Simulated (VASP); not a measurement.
# ZrS2 in VASP: further runs

The runs below take ZrS2 through single point, with LDA.

Program: VASP 6.6.1. These are calculated values, not measurements. Logs are shortened: lines on timing, memory, paths and dates and some standing lists are left out, and cuts for length are marked.

## 1. The structure

The cell holds a slab with vacuum, 3 atoms: a = 3.691 Å, b = 3.691 Å, c = 17.874 Å, α = 90.00°, β = 90.00°, γ = 120.00°.

## 2. Single point, LDA

INCAR

```
SYSTEM = ZrS2
PREC = Accurate ; ENCUT = 400
EDIFF = 1E-7 ; ISMEAR = 0
SIGMA = 0.05 ; LREAL = .False.
LASPH = .True. ; NELM = 120
ALGO = Normal ; ISIF = 2
LWAVE = .False. ; LCHARG = .False.
LDIPOL = .True. ; IDIPOL = 3
DIPOL = 0.5 0.5 0.500 ; GGA = CA
NBANDS = 23 ; LVHAR = .True.
LVACPOTAV = .True.
```

KPOINTS

```
regular mesh
0
Gamma
  9 9 1
  0 0 0
```

POSCAR

```
ZrS2
1.0
    3.6913825500      0.0000000000      0.0000000000
   -1.8456912700      3.1968310600      0.0000000000
    0.0000000000      0.0000000000     17.8744649004
S Zr
2 1
Direct
    0.6666666667      0.3333333333      0.4195929804
    0.3333333333      0.6666666667      0.5804070196
    0.0000000000      0.0000000000      0.5000000000
```

Potentials or basis: VASP PAW LDA potentials, release 64 (S, Zr_sv).

Started as:

```bash
$ cat potpaw_LDA.64/S/POTCAR potpaw_LDA.64/Zr_sv/POTCAR > POTCAR
$ mpirun -np 1 vasp_std > vasp.out
```

OUTCAR:

```text
SYSTEM = ZrS2
   PREC = Accurate
   ENCUT = 400
   EDIFF = 1E-7
   ISMEAR = 0
   LREAL = .False.
   LASPH = .True.
   NELM = 120
   ISIF = 2
   GGA = CA

 Found     12 irreducible k-points:

 Following reciprocal coordinates:
            Coordinates               Weight
  0.000000  0.000000  0.000000      1.000000
  0.111111 -0.000000  0.000000      6.000000
  0.222222 -0.000000  0.000000      6.000000
  0.333333  0.000000  0.000000      6.000000
  0.444444 -0.000000  0.000000      6.000000
  0.111111  0.111111  0.000000      6.000000
   k-points           NKPTS =     12   k-points in BZ     NKDIM =     12   number of bands    NBANDS=     23
   number of dos      NEDOS =    301   number of ions     NIONS =      3
   total plane-waves  NPLWV =  69120
   dimension x,y,z NGX =    24 NGY =   24 NGZ =  120
   dimension x,y,z NGXF=    48 NGYF=   48 NGZF=  240
   ions per type =               2   1
   NGX,Y,Z   is equivalent  to a cutoff of  10.81, 10.81, 11.16 a.u.
   NGXF,Y,Z  is equivalent  to a cutoff of  21.62, 21.62, 22.32 a.u.
 SYSTEM =  ZrS2
   PREC   = accura    normal or accurate (medium, high low for compatibility)
   ISTART =      0    job   : 0-new  1-cont  2-samecut
   ICHARG =      2    charge: 1-file 2-atom 10-const
   ISPIN  =      1    spin polarized calculation?
   LNONCOLLINEAR =      F non collinear calculations
   LSORBIT =      F    spin-orbit coupling
   LASPH  =      T    aspherical Exc in radial PAW
   ENCUT  =  400.0 eV  29.40 Ry    5.42 a.u.   6.02  6.02 29.15*2*pi/ulx,y,z
   NELM   =    120;   NELMIN=  2; NELMDL= -5     # of ELM steps
   EDIFF  = 0.1E-06   stopping-criterion for ELM
   LREAL  =      F    real-space projection
   EDIFFG = 0.1E-05   stopping-criterion for IOM
   NSW    =      0    number of steps for IOM
   IBRION =     -1    ionic relax: 0-MD 1-quasi-New 2-CG
   NFREE  =      0    steps in history (QN), initial steepest desc. (CG)
   ISIF   =      2    stress and relaxation
   ISYM   =      2    0-nonsym 1-usesym 2-fastsym
   POTIM  = 0.5000    time-step for ionic-motion
   TEBEG  =    0.0;   TEEND  =   0.0 temperature during run
   PSTRESS=    0.0 pullay stress
   NELECT =      24.0000    total number of electrons
   NUPDOWN=      -1.0000    fix difference up-down
   EMIN   =  10.00;   EMAX   =-10.00  energy-range for DOS
   EFERMI =   0.00;   METHOD = LEGACY
   ISMEAR =     0;   SIGMA  =   0.05  broadening in eV -4-tet -1-fermi 0-gaus
   EFERMI_NEDOS =   21; number of points for ismear=-14 and -15
   IALGO  =     38    algorithm
   IMIX   =      4    mixing-type and parameters
     AMIX     =   0.40;   BMIX     =  1.00
     AMIX_MAG =   1.60;   BMIX_MAG =  1.00
  volume/ion in A,a.u.               =      70.31       474.48
  Fermi-wavevector in a.u.,A,eV,Ry     =   0.793289  1.499098  8.562243  0.629307
  Thomas-Fermi vector in A             =   1.899195
   LORBIT       =      0    0 simple, 1 ext, 2 COOP (PROOUT), +10 PAW based schemes
   GGA     = CA    functional components
   LHFCALC =     F    Hartree Fock is set to
   AEXX    =    0.0000 exact exchange contribution
   IVDW    =     0    specifies the selected vdW correction
   LEPSILON=     F    determine dielectric tensor
   LRPA    =     F    only Hartree local field effects (RPA)
 non-spin polarized calculation
 Gauss-broadening in eV      SIGMA  =   0.05
  energy-cutoff  :      400.00
  volume of cell :      210.93
 maximum number of plane-waves:      3876
   NGX = 13   NGY = 13   NGZ = 59

 number of electron      24.0000001 magnetization

 dipolmoment           0.000000      0.000000     -0.000000 electrons x Angstroem

 Free energy of the ion-electron system (eV)
  ---------------------------------------------------
  ext. energy  EPLUGINS =         0.00000000
  ---------------------------------------------------
  free energy    TOTEN  =       -23.19789182 eV

  energy without entropy =      -23.19789182  energy(sigma->0) =      -23.19789182

 E-fermi :  -2.8062     XC(G=0):  -3.7312

 val. band max:       -3.0848069139   @ k =   0.0000   0.0000   0.0000
 cond. band min:      -1.9441133499   @ k =   0.4444  -0.0000   0.0000
 fundamental gap:      1.1406935640
 Fermi energy:        -2.8061777576

 k-point     1 :       0.0000    0.0000    0.0000
  band No.  band energies     occupation
      1     -51.6746      2.00000
      2     -29.8906      2.00000
      3     -29.7444      2.00000
      4     -29.7444      2.00000
      5     -15.3841      2.00000
      6     -14.2051      2.00000
[... 15 lines left out ...]
     22       4.9819      0.00000
     23       5.3939      0.00000

 k-point     2 :       0.1111   -0.0000    0.0000
  band No.  band energies     occupation
      1     -51.6725      2.00000
      2     -29.8842      2.00000
      3     -29.7748      2.00000
      4     -29.7510      2.00000
      5     -15.2605      2.00000
      6     -14.2259      2.00000
[... 15 lines left out ...]
     22       5.1536      0.00000
     23       5.5860      0.00000

 k-point     3 :       0.2222   -0.0000    0.0000
  band No.  band energies     occupation
      1     -51.6672      2.00000
      2     -29.8690      2.00000
      3     -29.8495      2.00000
      4     -29.7674      2.00000
      5     -14.9400      2.00000
      6     -14.2709      2.00000
[... 15 lines left out ...]
     22       5.5779      0.00000
     23       5.9192      0.00000

 k-point     4 :       0.3333    0.0000    0.0000
  band No.  band energies     occupation
      1     -51.6611      2.00000
      2     -29.9356      2.00000
      3     -29.8486      2.00000
      4     -29.7859      2.00000
      5     -14.6150      2.00000
      6     -14.2471      2.00000
[... 15 lines left out ...]
     22       5.7087      0.00000
     23       6.7022      0.00000

 k-point     5 :       0.4444   -0.0000    0.0000
  band No.  band energies     occupation
      1     -51.6571      2.00000
      2     -29.9897      2.00000
      3     -29.8365      2.00000
      4     -29.7979      2.00000
      5     -14.5415      2.00000
      6     -14.0627      2.00000
[... 15 lines left out ...]
     22       6.6840      0.00000
     23       6.8749      0.00000

 k-point     6 :       0.1111    0.1111    0.0000
  band No.  band energies     occupation
      1     -51.6688      2.00000
      2     -29.8729      2.00000
      3     -29.8250      2.00000
      4     -29.7651      2.00000
      5     -15.0362      2.00000
      6     -14.2607      2.00000
[... 15 lines left out ...]
     22       5.4936      0.00000
     23       5.9088      0.00000

 [... further k-points ...]
[... 5 lines left out ...]
  --------------------------------------------------------------------------------------
  -------------------------------------------------------------------------------------
  Total       -2.2444896     -2.2444896     -1.1786430     -0.0000000      0.0000000      0.0000000
  in kB      -17.0485087    -17.0485086     -8.9526387     -0.0000000      0.0000000      0.0000000
  external PRESSURE =     -14.3498853 kB  Pullay stress =       0.0000000 kB

 VOLUME and BASIS-vectors are now :
 -----------------------------------------------------------------------------
  energy-cutoff  :      400.00
  volume of cell :      210.93
      direct lattice vectors                 reciprocal lattice vectors
     3.691382550  0.000000000  0.000000000     0.270901210  0.156404886  0.000000000
    -1.845691270  3.196831060  0.000000000     0.000000000  0.312809774  0.000000000
     0.000000000  0.000000000 17.874464900     0.000000000  0.000000000  0.055945731

 POSITION                                       TOTAL-FORCE (eV/Angst)
 -----------------------------------------------------------------------------------
      1.84569      1.06561      7.50000         0.000000     -0.000000      0.395438
      0.00000      2.13122     10.37446        -0.000000      0.000000     -0.395438
      0.00000      0.00000      8.93723         0.000000      0.000000      0.000000
 -----------------------------------------------------------------------------------
    total drift:                                0.000000     -0.000000     -0.000000

  FREE ENERGIE OF THE ION-ELECTRON SYSTEM (eV)
  ---------------------------------------------------
  free  energy   TOTEN  =       -23.1978918214 eV

  energy  without entropy=      -23.1978918214  energy(sigma->0) =      -23.19789182

 vacuum level on the upper side and lower side of the slab         3.552         3.552
```

OSZICAR:

```text
N       E                     dE             d eps       ncg     rms          rms(c)
DAV:   1     0.118890789649E+03    0.11889E+03   -0.97302E+03   672   0.673E+02
DAV:   2    -0.115394663417E+02   -0.13043E+03   -0.12683E+03   735   0.180E+02
DAV:   3    -0.250244778841E+02   -0.13485E+02   -0.13383E+02   913   0.451E+01
[... 15 lines left out ...]
DAV:  19    -0.231978808910E+02   -0.10096E-04   -0.25323E-07   696   0.170E-03    0.329E-03
DAV:  20    -0.231978895852E+02   -0.86942E-05   -0.31396E-07   611   0.149E-03    0.107E-03
DAV:  21    -0.231978909876E+02   -0.14024E-05   -0.35759E-08   612   0.642E-04    0.361E-04
DAV:  22    -0.231978917418E+02   -0.75416E-06   -0.18671E-08   560   0.400E-04    0.356E-04
DAV:  23    -0.231978918214E+02   -0.79619E-07   -0.13260E-09   544   0.138E-04
   1 F= -.23197892E+02 E0= -.23197892E+02  d E =-.227238E-16
```

Wall time 22 s (1 thread of Intel Xeon 6975P-C (Granite Rapids), shared host); peak memory 0.21 GiB.

These settings aren't checked as converged: the numbers below hold their error.

Results:

```yaml
Free_energy: -23.1979 eV
Largest_force: 0.395 eV/Å
Band_gap_on_the_k_mesh: 1.14 eV, indirect (least direct gap 1.58 eV)
Ionisation_potential_of_the_upper_face: 6.64 eV
```

## 3. Single point, LDA

This run uses another cell than the first one, of 82.11 Å³/atom, 1.168 times its volume.

INCAR

```
PREC = Accurate
ENCUT = 600
EDIFF = 1E-7
ISMEAR = 0
SIGMA = 0.05
LREAL = False
LASPH = True
NELM = 120
ALGO = Normal
ISIF = 2
LWAVE = False
LCHARG = False
LDIPOL = True
IDIPOL = 3
DIPOL = 0.5 0.5 0.500
NBANDS = 23
LVHAR = True
LVACPOTAV = True
```

KPOINTS

```
regular mesh
0
Gamma
  11 11 1
```

POSCAR

```
ZrS2
1.0
    3.6913825500      0.0000000000      0.0000000000
   -1.8456912700      3.1968310600      0.0000000000
    0.0000000000      0.0000000000     20.8744649004
S Zr
2 1
Direct
    0.6666666667      0.3333333333      0.4311487764
    0.3333333333      0.6666666667      0.5688512236
    0.0000000000      0.0000000000      0.5000000000
```

Potentials or basis: VASP PAW LDA potentials, release 64 (S, Zr_sv).

Started as:

```bash
$ cat potpaw_LDA.64/S/POTCAR potpaw_LDA.64/Zr_sv/POTCAR > POTCAR
$ mpirun -np 1 vasp_std > vasp.out
```

It took 85 s on 1 thread of Intel Xeon 6975P-C (Granite Rapids), shared host; peak memory 0.35 GiB.

These settings aren't checked as converged: the numbers below hold their error.

What came out:

| Item | Value |
| --- | --- |
| Free energy | -23.1994 eV |
| Largest force | 0.398 eV/Å |
| Band gap on the k mesh | 1.13 eV, indirect (least direct gap 1.58 eV) |
| Ionisation potential of the upper face | 6.64 eV |

## 4. Single point, LDA

INCAR is that of step 3.

KPOINTS

```
regular mesh
0
Gamma
  9 9 1
```

POSCAR

```
ZrS2
1.0
    3.6913825500      0.0000000000      0.0000000000
   -1.8456912700      3.1968310600      0.0000000000
    0.0000000000      0.0000000000     17.8744649004
S Zr
2 1
Direct
    0.6666666667      0.3333333333      0.4195929804
    0.3333333333      0.6666666667      0.5804070196
    0.0000000000      0.0000000000      0.5000000000
```

Potentials or basis: VASP PAW LDA potentials, release 64 (S, Zr_sv).

Started as:

```bash
$ cat potpaw_LDA.64/S/POTCAR potpaw_LDA.64/Zr_sv/POTCAR > POTCAR
$ mpirun -np 1 vasp_std > vasp.out
```

OUTCAR:

```text
PREC = Accurate
   ENCUT = 600
   EDIFF = 1E-7
   ISMEAR = 0
   LREAL = False
   LASPH = True
   NELM = 120
   ISIF = 2

 Found     12 irreducible k-points:

 Following reciprocal coordinates:
            Coordinates               Weight
  0.000000  0.000000  0.000000      1.000000
  0.111111 -0.000000  0.000000      6.000000
  0.222222 -0.000000  0.000000      6.000000
  0.333333  0.000000  0.000000      6.000000
  0.444444 -0.000000  0.000000      6.000000
  0.111111  0.111111  0.000000      6.000000
   k-points           NKPTS =     12   k-points in BZ     NKDIM =     12   number of bands    NBANDS=     23
   number of dos      NEDOS =    301   number of ions     NIONS =      3
   total plane-waves  NPLWV = 129600
   dimension x,y,z NGX =    30 NGY =   30 NGZ =  144
   dimension x,y,z NGXF=    60 NGYF=   60 NGZF=  288
   ions per type =               2   1
   NGX,Y,Z   is equivalent  to a cutoff of  13.51, 13.51, 13.39 a.u.
   NGXF,Y,Z  is equivalent  to a cutoff of  27.02, 27.02, 26.79 a.u.
 SYSTEM =  unknown system
   PREC   = accura    normal or accurate (medium, high low for compatibility)
   ISTART =      0    job   : 0-new  1-cont  2-samecut
   ICHARG =      2    charge: 1-file 2-atom 10-const
   ISPIN  =      1    spin polarized calculation?
   LNONCOLLINEAR =      F non collinear calculations
   LSORBIT =      F    spin-orbit coupling
   LASPH  =      T    aspherical Exc in radial PAW
   ENCUT  =  600.0 eV  44.10 Ry    6.64 a.u.   7.37  7.37 35.70*2*pi/ulx,y,z
   NELM   =    120;   NELMIN=  2; NELMDL= -5     # of ELM steps
   EDIFF  = 0.1E-06   stopping-criterion for ELM
   LREAL  =      F    real-space projection
   EDIFFG = 0.1E-05   stopping-criterion for IOM
   NSW    =      0    number of steps for IOM
   IBRION =     -1    ionic relax: 0-MD 1-quasi-New 2-CG
   NFREE  =      0    steps in history (QN), initial steepest desc. (CG)
   ISIF   =      2    stress and relaxation
   ISYM   =      2    0-nonsym 1-usesym 2-fastsym
   POTIM  = 0.5000    time-step for ionic-motion
   TEBEG  =    0.0;   TEEND  =   0.0 temperature during run
   PSTRESS=    0.0 pullay stress
   NELECT =      24.0000    total number of electrons
   NUPDOWN=      -1.0000    fix difference up-down
   EMIN   =  10.00;   EMAX   =-10.00  energy-range for DOS
   EFERMI =   0.00;   METHOD = LEGACY
   ISMEAR =     0;   SIGMA  =   0.05  broadening in eV -4-tet -1-fermi 0-gaus
   EFERMI_NEDOS =   21; number of points for ismear=-14 and -15
   IALGO  =     38    algorithm
   IMIX   =      4    mixing-type and parameters
     AMIX     =   0.40;   BMIX     =  1.00
     AMIX_MAG =   1.60;   BMIX_MAG =  1.00
  volume/ion in A,a.u.               =      70.31       474.48
  Fermi-wavevector in a.u.,A,eV,Ry     =   0.793289  1.499098  8.562243  0.629307
  Thomas-Fermi vector in A             =   1.899195
   LORBIT       =      0    0 simple, 1 ext, 2 COOP (PROOUT), +10 PAW based schemes
   GGA     = CA    functional components
   LHFCALC =     F    Hartree Fock is set to
   AEXX    =    0.0000 exact exchange contribution
   IVDW    =     0    specifies the selected vdW correction
   LEPSILON=     F    determine dielectric tensor
   LRPA    =     F    only Hartree local field effects (RPA)
 non-spin polarized calculation
 Gauss-broadening in eV      SIGMA  =   0.05
  energy-cutoff  :      600.00
  volume of cell :      210.93
 maximum number of plane-waves:      7085
 NGX is ok and might be reduce to    30
   NGX = 15   NGY = 15   NGZ = 71

 dipolmoment           0.000000      0.000000     -0.000000 electrons x Angstroem

 number of electron      23.9999999 magnetization

 dipolmoment           0.000000      0.000000      0.000000 electrons x Angstroem

 Free energy of the ion-electron system (eV)
  ---------------------------------------------------
  ext. energy  EPLUGINS =         0.00000000
  ---------------------------------------------------
  free energy    TOTEN  =       -23.19884952 eV

  energy without entropy =      -23.19884952  energy(sigma->0) =      -23.19884952

 E-fermi :  -2.8067     XC(G=0):  -3.7298

 val. band max:       -3.0855079913   @ k =   0.0000   0.0000   0.0000
 cond. band min:      -1.9446683555   @ k =   0.4444  -0.0000   0.0000
 fundamental gap:      1.1408396357
 Fermi energy:        -2.8067082861

 k-point     1 :       0.0000    0.0000    0.0000
  band No.  band energies     occupation
      1     -51.6764      2.00000
      2     -29.8918      2.00000
      3     -29.7457      2.00000
      4     -29.7457      2.00000
      5     -15.3844      2.00000
      6     -14.2052      2.00000
[... 15 lines left out ...]
     22       4.9843      0.00000
     23       5.3944      0.00000

 k-point     2 :       0.1111   -0.0000    0.0000
  band No.  band energies     occupation
      1     -51.6743      2.00000
      2     -29.8854      2.00000
      3     -29.7760      2.00000
      4     -29.7522      2.00000
      5     -15.2607      2.00000
      6     -14.2259      2.00000
[... 15 lines left out ...]
     22       5.1557      0.00000
     23       5.5864      0.00000

 k-point     3 :       0.2222   -0.0000    0.0000
  band No.  band energies     occupation
      1     -51.6689      2.00000
      2     -29.8701      2.00000
      3     -29.8506      2.00000
      4     -29.7686      2.00000
      5     -14.9402      2.00000
      6     -14.2709      2.00000
[... 15 lines left out ...]
     22       5.5779      0.00000
     23       5.9191      0.00000

 k-point     4 :       0.3333    0.0000    0.0000
  band No.  band energies     occupation
      1     -51.6628      2.00000
      2     -29.9367      2.00000
      3     -29.8498      2.00000
      4     -29.7871      2.00000
      5     -14.6151      2.00000
      6     -14.2472      2.00000
[... 15 lines left out ...]
     22       5.7130      0.00000
     23       6.7021      0.00000

 k-point     5 :       0.4444   -0.0000    0.0000
  band No.  band energies     occupation
      1     -51.6589      2.00000
      2     -29.9908      2.00000
      3     -29.8376      2.00000
      4     -29.7992      2.00000
      5     -14.5415      2.00000
      6     -14.0628      2.00000
[... 15 lines left out ...]
     22       6.6840      0.00000
     23       6.8787      0.00000

 k-point     6 :       0.1111    0.1111    0.0000
  band No.  band energies     occupation
      1     -51.6706      2.00000
      2     -29.8741      2.00000
      3     -29.8262      2.00000
      4     -29.7663      2.00000
      5     -15.0365      2.00000
      6     -14.2607      2.00000
[... 15 lines left out ...]
     22       5.4949      0.00000
     23       5.9092      0.00000

 [... further k-points ...]
[... 5 lines left out ...]
  --------------------------------------------------------------------------------------
  -------------------------------------------------------------------------------------
  Total       -2.2220024     -2.2220024     -1.1562093     -0.0000000      0.0000000     -0.0000000
  in kB      -16.8777017    -16.8777017     -8.7822388     -0.0000000      0.0000000     -0.0000000
  external PRESSURE =     -14.1792141 kB  Pullay stress =       0.0000000 kB

 VOLUME and BASIS-vectors are now :
 -----------------------------------------------------------------------------
  energy-cutoff  :      600.00
  volume of cell :      210.93
      direct lattice vectors                 reciprocal lattice vectors
     3.691382550  0.000000000  0.000000000     0.270901210  0.156404886  0.000000000
    -1.845691270  3.196831060  0.000000000     0.000000000  0.312809774  0.000000000
     0.000000000  0.000000000 17.874464900     0.000000000  0.000000000  0.055945731

 POSITION                                       TOTAL-FORCE (eV/Angst)
 -----------------------------------------------------------------------------------
      1.84569      1.06561      7.50000         0.000000     -0.000000      0.398529
      0.00000      2.13122     10.37446        -0.000000      0.000000     -0.398529
      0.00000      0.00000      8.93723        -0.000000      0.000000      0.000000
 -----------------------------------------------------------------------------------
    total drift:                                0.000000     -0.000000      0.000000

  FREE ENERGIE OF THE ION-ELECTRON SYSTEM (eV)
  ---------------------------------------------------
  free  energy   TOTEN  =       -23.1988495234 eV

  energy  without entropy=      -23.1988495234  energy(sigma->0) =      -23.19884952

 vacuum level on the upper side and lower side of the slab         3.552         3.552
```

Run time: 54 s. Hardware: 1 thread of Intel Xeon 6975P-C (Granite Rapids), shared host; peak memory 0.3 GiB.

These settings aren't checked as converged: the numbers below hold their error.

Results:

```yaml
Free_energy: -23.1988 eV
Largest_force: 0.399 eV/Å
Band_gap_on_the_k_mesh: 1.14 eV, indirect (least direct gap 1.58 eV)
Ionisation_potential_of_the_upper_face: 6.64 eV
```

[end of part 1 of 2]
